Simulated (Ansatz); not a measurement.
Input of an Ansatz 0.2.0 run:

input.yaml

```yaml
crystal:
  lattice:
    - [-1.59121869, 1.59121869, 1.59121869]
    - [1.59121869, -1.59121869, 1.59121869]
    - [1.59121869, 1.59121869, -1.59121869]
  atoms:
    - { symbol: Al, position: [0.0, 0.0, 0.0] }
hamiltonian:
  xc: { exchange: b88, correlation: pbe }
  pseudopotentials: { kind: nc, accuracy: standard }
  dispersion: d4
kpoints:
  mp_grid: { grid: [12, 12, 12] }
scf:
  occupations: { method: methfessel_paxton, width: 0.05 }
output:
  forces: true
  stress: true
  eigenvalues: true
  write_density: true
  write_potential: true
  elf: true
  volumetric_format: npy
```

Potentials or basis: PseudoDojo standard (PBE files).

Run with:

```sh
$ ansatz run input.yaml --threads 2 --pin off --max-ram 5120MiB --backend cpu --events-out ev --progress --plain --runs-dir out
```

**Question.** Predict the pressure.

**Answer.** -2.3 GPa.

**Question.** Predict the band gap on the k mesh.

**Answer.** None (metal or under the smearing width).

Caveat: the potentials were made for another functional, which shifts forces and pressure; pairwise dispersion overbinds metals, which lowers pressure and volume; the dispersion damping was fitted for another functional or another form of the correction.
